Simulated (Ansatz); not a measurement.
This cell of GeO₂ (rutile) is off equilibrium:

```xyz
6
Lattice="4.3326 0.0000 0.0000 0.0000 4.3326 0.0000 0.0000 0.0000 2.8047" Properties=species:S:1:pos:R:3 pbc="T T T"
Ge     0.0000     0.0000     0.0000
Ge     2.1663     2.1663     1.4024
O      1.3166     1.3166     0.0000
O      3.4829     0.8497     1.4024
O      0.8497     3.4829     1.4024
O      3.0161     3.0161     0.0000
```

Method: PBE (plane waves to 420 eV, PAW, scalar-relativistic; Ansatz, a quantum-chemistry and plane-wave program). k mesh 8×8×11 (Γ-centred), Fermi-Dirac smearing 0.05 eV. Energies are smeared free energies. Stress and pressure are positive under compression. GeO2 was relaxed with its symmetry unable to fall.

What is the stress tensor (GPa)?


```
   26.0      0.0      0.0
    0.0     26.0      0.0
    0.0      0.0     34.8
```
The pressure, a third of the trace, is 28.9 GPa.

It is the relaxed cell scaled evenly to V/V₀ = 0.900, atoms relaxed where free. What is its energy relative to the relaxed cell?

79.3 meV/atom.

(Under strain, the slope of the energy per volume gives the stress and its curvature an elastic modulus.)
